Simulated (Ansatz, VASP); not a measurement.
SiO2 in VASP and in Ansatz

```
Si O
1.0
    -2.51337    2.51337    3.68939
     2.51337   -2.51337    3.68939
     2.51337    2.51337   -3.68939
Si O
2 4
Direct
  0.00000 0.00000 0.00000
  0.75000 0.25000 0.50000
  0.96701 0.62500 0.84201
  0.37500 0.21701 0.34201
  0.78299 0.12500 0.15799
  0.87500 0.03299 0.65799
```

Alike in both runs: functional PBE; k mesh 8 × 8 × 8; occupations gaussian, width 0.02 eV; no spin polarisation.

Ansatz relaxed the structure, and its values are those at the end. VASP's run is a single point on that final structure, the one shown.

|  | VASP | Ansatz |
| --- | --- | --- |
| version | VASP 6.6.1 | Ansatz 0.2.0 |
| potentials or method | VASP PAW PBE potentials, release 64 (Si, O) | scalar-relativistic, plane waves, PAW |
| plane-wave cutoff (eV) | 520 | 420 |
| valence electrons in the cell | 32 | 32 |

|  | VASP | Ansatz | Ansatz less VASP |
| --- | --- | --- | --- |
| gap on the k mesh at the Fermi level (eV) | 5.73 | 5.73 | +0.001 |
| least direct gap on the mesh (eV) | 5.73 | 5.73 | +0.001 |
| pressure (GPa) | 0.1 | 0.0 | -0.09 |

A k mesh can miss the band edges.
